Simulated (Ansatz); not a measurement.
**Zn: restoring forces**

Zn is deformed so: atom 1 (Zn) moved by (0.029, 0.029, 0.029) Å. What stress and forces result, by PAW and all-electron datasets made for the crystal?

Computed with Ansatz 0.2.0 (DFT PBE, scalar-relativistic, unless a step's input says otherwise).

## 1. The starting structure

Symmetry: P6_3/mmc, No. 194, hexagonal system. Conventional cell: a = 2.665 Å, b = 2.665 Å, c = 4.947 Å, α = 90.00°, β = 90.00°, γ = 120.00°. Around Zn (site symmetry -6m2) lie 12 Zn at 2.66 to 2.91 Å.

As a file:

```
CELL_PARAMETERS angstrom
2.66480 0.00000 0.00000
-1.33240 2.30778 0.00000
0.00000 0.00000 4.94670
ATOMIC_POSITIONS crystal
Zn 0.33333 0.66667 0.25000
Zn 0.66667 0.33333 0.75000
```

Atoms are numbered in the order of the input: Zn1, Zn2.

## 2. The deformed structure

Space group P6_3/mmc before, P-1 after.

## 3. Frozen-core PAW

The input, input.yaml:

```yaml
crystal:
  lattice:
    - [2.6647980532, 0.0, 0.0]
    - [-1.3323990266, 2.30778281, 0.0]
    - [0.0, 0.0, 4.9467]
  atoms:
    - { symbol: Zn, position: [0.3504209124, 0.6791756428, 0.2558358097] }
    - { symbol: Zn, position: [0.6666666667, 0.3333333333, 0.75] }
kpoints:
  mp_grid: { grid: [16, 16, 8] }
scf:
  occupations: { method: fermi_dirac, width: 0.03 }
hamiltonian:
  xc: pbe
  pseudopotentials: { kind: paw }
output:
  forces: true
  stress: true
  eigenvalues: true
  efg: { contact_densities: true }
```

The run is started by

```
ansatz run input.yaml --threads 1 --pin off --max-ram 2048MiB --backend cpu --events-out ev --progress --plain --runs-dir out
```

## 4. Datasets made for this crystal

input.yaml, as its differences from that of step 3:

```diff
@@ -14,3 +14,3 @@
   xc: pbe
-  pseudopotentials: { kind: paw }
+  pseudopotentials: { kind: all_electron, datasets: crystal }
 output:
```

(Steps that only read results are left out.)

Q: Predict the outcome of this session. Wanted: pressure; largest shear or deviatoric stress; force on Zn1 along the move.

**Answer**, as computed:

```
                                quantity                                  value
                                pressure  PAW -0.44, crystal datasets -0.43 GPa
largest shear or deviatoric stress (PAW)                               0.20 GPa
             force on Zn1 along the move                            -0.054 eV/Å
```

What this shows: Zn1 feels a force against its move; no run of the undisplaced cell is shown, so any force that was there before is in it. No run of the undeformed cell stands beside it, so pressure and stress hold what the given cell had before the change, as far as its symmetry allows.
